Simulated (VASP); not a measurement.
The system is Mg.

```
Mg
1.0
     3.20930    0.00000    0.00000
    -1.60465    2.77934    0.00000
     0.00000    0.00000    5.21030
Mg
2
Direct
  0.66667 0.33333 0.75000
  0.33333 0.66667 0.25000
```

| Property | Result |
| --- | --- |
| Program | VASP 6.6.1 |
| Task | relaxation of cell and atoms |
| Functional | optB88-vdW |
| Potentials or basis | VASP PAW PBE potentials, release 64 (Mg) |
| Cutoff | 600 eV |
| k mesh | 10 × 10 × 5 |
| Occupations | fermi-dirac, width 0.05 eV |
| Spin | no spin polarisation |

At the start: pressure -0.8 GPa; volume 23.24 Å³/atom.

Q: How do energy, volume and symmetry change on relaxing?

A: Over 7 steps the energy falls by 4.4 meV/atom and the volume is 22.69 Å³/atom (-2.4 %); space group P6_3/mmc (No. 194, to 0.05 Å).

Step by step:
| step | energy change (eV) | largest force (eV/Å) | pressure (GPa) | volume (Å³) |
| --- | --- | --- | --- | --- |
| 1 | 0.0000 | 0.0000 | -0.82 | 46.47 |
| 2 | -0.0051 | 0.0000 | -0.24 | 45.68 |
| 3 | -0.0070 | 0.0000 | 0.33 | 44.95 |
| 4 | -0.0085 | 0.0000 | 0.26 | 45.05 |
| 5 | -0.0086 | 0.0000 | 0.24 | 45.09 |
| 6 | -0.0086 | 0.0000 | 0.24 | 45.09 |
| 7 | -0.0088 | 0.0000 | 0.01 | 45.37 |

Final structure:
```cif
data_structure
_symmetry_space_group_name_H-M 'P 1'
_symmetry_Int_Tables_number 1
_cell_length_a 3.1489
_cell_length_b 3.1489
_cell_length_c 5.2835
_cell_angle_alpha 90.000
_cell_angle_beta 90.000
_cell_angle_gamma 120.000
_cell_volume 45.37
loop_
_atom_site_label
_atom_site_type_symbol
_atom_site_fract_x
_atom_site_fract_y
_atom_site_fract_z
_atom_site_occupancy
Mg1 Mg 0.66667 0.33333 0.75000 1
Mg2 Mg 0.33333 0.66667 0.25000 1
```

Caveat: the PAW data sets were made with another functional, which shifts forces and pressure a little.
